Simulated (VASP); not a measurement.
B: relaxation of cell and atoms with PBE

Crystal: B.

```xyz
12
Lattice="2.4590 1.4197 4.1935 -2.4590 1.4197 4.1935 0.0000 -2.8394 4.1935" Properties=species:S:1:pos:R:3 pbc="T T T"
B    -1.5821    0.9134    2.8264
B     0.0000   -1.8269    2.8264
B     1.5821    0.9134    2.8264
B     1.5821   -0.9134    9.7541
B    -1.5821   -0.9134    9.7541
B     0.0000    1.8269    9.7541
B    -1.0067    0.5812    4.4995
B     0.0000   -1.1625    4.4995
B     1.0067    0.5812    4.4995
B     1.0067   -0.5812    8.0810
B    -1.0067   -0.5812    8.0810
B     0.0000    1.1625    8.0810
```

```json
{
  "Program": "VASP 6.6.1",
  "Task": "relaxation of cell and atoms",
  "Functional": "PBE",
  "Potentials or basis": "VASP PAW PBE potentials, release 64 (B)",
  "Cutoff": "520 eV",
  "k mesh": "7 × 7 × 7",
  "Occupations": "gaussian, width 0.1 eV",
  "Spin": "no spin polarisation",
  "Further INCAR settings": "ALGO = Normal; EDIFF = 1e-06; IBRION = 2; EDIFFG = -0.01; NSW = 90; ISIF = 3"
}
```

```
Relaxed volume                         : 7.24 Å³/atom
Relaxed cell                           : a = 5.048 Å, b = 5.048 Å, c = 5.048 Å, α = 58.05°, β = 58.05°, γ = 58.05°
Space group after relaxing (to 0.05 Å) : R-3m (No. 166)
Energy gained by relaxing              : 0.7 meV/atom
Ionic steps                            : 6
Pressure after relaxing                : 0.0 GPa
Largest force after relaxing           : 0.006 eV/Å
Band gap on the k mesh                 : 1.46 eV, indirect (least direct gap 1.84 eV)
```

Forces on the atoms (eV/Å):
```
B    0.005 -0.003  0.002
B    0.000  0.005  0.002
B   -0.005 -0.003  0.002
B   -0.005  0.003 -0.002
B    0.005  0.003 -0.002
B    0.000 -0.005 -0.002
B   -0.005  0.003 -0.001
B    0.000 -0.006 -0.001
B    0.005  0.003 -0.001
B    0.005 -0.003  0.001
B   -0.005 -0.003  0.001
B    0.000  0.006  0.001
```

Stress tensor (GPa, compression positive):
```
-0.02  0.00  0.00
 0.00 -0.02  0.00
 0.00  0.00  0.07
```

Step by step:
| step | energy change (eV) | largest force (eV/Å) | pressure (GPa) | volume (Å³) |
| --- | --- | --- | --- | --- |
| 1 | 0.0000 | 0.1620 | -2.51 | 87.83 |
| 2 | 0.0024 | 0.3168 | 2.06 | 86.39 |
| 3 | -0.0080 | 0.0606 | -0.41 | 87.15 |
| 4 | -0.0085 | 0.0511 | 0.21 | 86.87 |
| 5 | -0.0086 | 0.0272 | 0.01 | 86.96 |
| 6 | -0.0088 | 0.0058 | 0.01 | 86.92 |

Final structure:
```xyz
12
Lattice="2.4495 1.4142 4.1817 -2.4495 1.4142 4.1817 0.0000 -2.8284 4.1817" Properties=species:S:1:pos:R:3 pbc="T T T"
B    -1.5770    0.9105    2.8209
B     0.0000   -1.8209    2.8209
B     1.5770    0.9105    2.8209
B     1.5770   -0.9105    9.7242
B    -1.5770   -0.9105    9.7242
B     0.0000    1.8209    9.7242
B    -1.0028    0.5790    4.4858
B     0.0000   -1.1580    4.4858
B     1.0028    0.5790    4.4858
B     1.0028   -0.5790    8.0593
B    -1.0028   -0.5790    8.0593
B     0.0000    1.1580    8.0593
```

Levels at points of the mesh, in eV from the valence-band top:
```csv
k point,band 16,band 17,band 18,band 19,band 20,band 21
"(0.00, 0.00, 0.00)",-0.83,-0.83,-0.34,1.51,4.55,4.55
```

It took 76 s on 4 MPI ranks on Intel(R) Xeon(R) 6975P-C (Granite Rapids) (shared host), peak memory 0.25 GiB a rank.

Caveat: an odd mesh through Γ misses points on the zone boundary, where band edges often lie.
